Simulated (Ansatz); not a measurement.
# Mo (fcc type): how the settings move a single-point run

Question: which choices in the input matter for Mo (fcc type)?

This is Mo in the fcc structure; at room conditions it is bcc.

Program: Ansatz 0.2.0. Level of theory: reference: DFT, PBE, all-electron LAPW, scalar-relativistic. These are calculated values, not measurements.

**1. Starting point**

Symmetry: Fm-3m, No. 225, cubic system. The conventional cell has a = 4.002 Å, b = 4.002 Å, c = 4.002 Å, α = 90.00°, β = 90.00°, γ = 90.00°. Mo (site symmetry m-3m) is surrounded by 12 Mo at 2.83 Å.

Structure file:

```
Mo
1.0
     0.00000    2.00105    2.00105
     2.00105    0.00000    2.00105
     2.00105    2.00105    0.00000
Mo
1
Direct
  0.00000 0.00000 0.00000
```

**2. Reference**

File input.yaml:

```yaml
crystal:
  lattice:
    - [0.0, 2.0010482928, 2.0010482928]
    - [2.0010482928, 0.0, 2.0010482928]
    - [2.0010482928, 2.0010482928, 0.0]
  atoms:
    - { symbol: Mo, position: [0.0, 0.0, 0.0] }
kpoints:
  mp_grid: { grid: [18, 18, 18] }
  band_path:
    path:
      - [0.0, 0.0, 0.0]
      - [0.5, 0.0, 0.5]
      - [0.625, 0.25, 0.625]
      - [0.375, 0.375, 0.75]
      - [0.0, 0.0, 0.0]
      - [0.5, 0.5, 0.5]
      - [0.5, 0.25, 0.75]
      - [0.5, 0.0, 0.5]
    npoints: 14
scf:
  occupations: { method: fermi_dirac, width: 0.05 }
hamiltonian:
  xc: pbe
  pseudopotentials: { kind: all_electron, lapw: { basis_error: 0.0005 } }
output:
  forces: true
  stress: true
  eigenvalues: true
  populations: true
  dos: { projected: true, de: 0.2, e_range: [-14, 8] }
```

The run is started by

```
$ ansatz run input.yaml --threads 1 --pin off --max-ram 2048MiB --backend cpu --events-out ev --progress --plain --runs-dir out
```

**3. Variant: n_extra_bands 16, hubbard.sites [{species: Mo, l: d, u_eff: 1.0}], hubbard.double_counting amf**

Changes to input.yaml since step 2:

```diff
@@ -22,2 +22,3 @@
   occupations: { method: fermi_dirac, width: 0.05 }
+  n_extra_bands: 16
 hamiltonian:
@@ -25,2 +26,3 @@
   pseudopotentials: { kind: all_electron, lapw: { basis_error: 0.0005 } }
+  hubbard: { sites: [{ species: Mo, l: d, u_eff: 1.0 }], double_counting: amf }
 output:
@@ -30,2 +32 @@
   populations: true
-  dos: { projected: true, de: 0.2, e_range: [-14, 8] }
```

Q: Predict the outcome of this session. Wanted: for each run, ending; energy change; pressure; gap; force.

The runs gave:

| run | ending | energy change | pressure (GPa) | gap (eV) | force (eV/Å) | cycles | time |
| --- | --- | --- | --- | --- | --- | --- | --- |
| reference | converged | 0 | 0.1 | 0.00 | 0.00 | 6 | 16 s |
| 1: n_extra_bands 16, hubbard.sites [{species: Mo, l: d, u_eff: 1.0}], hubbard.double_counting amf | converged | -16.4 meV/atom (U changed: no physical gain or loss) | 0.2 | 0.00 | 0.00 | 6 | 29 s |

Times don't compare one to one where runs were asked for different outputs or read a saved state (see the inputs); cycles may leave out searches for a lower state.

Residual by cycle in the longest SCF loop of each run; runs are numbered as in the table. The quantity is the density residual dr2, in eV.

| cycle | reference | run 1 |
| --- | --- | --- |
| 1 | 0.172 | 0.172 |
| 2 | 0.0319 | 0.0323 |
| 3 | 0.00603 | 0.00617 |
| 4 | 5.7e-5 | 5.1e-5 |
| 5 | 2.6e-7 | 1.5e-7 |
| 6 | 2.0e-10 | 9.3e-10 |

What this shows: Changing the band count and Hubbard U moves the energy by -16.4 meV/atom. The U term adds an energy of its own, so the shift says nothing about which run is better. A changed U is a change of model: its shifts are not errors of convergence.
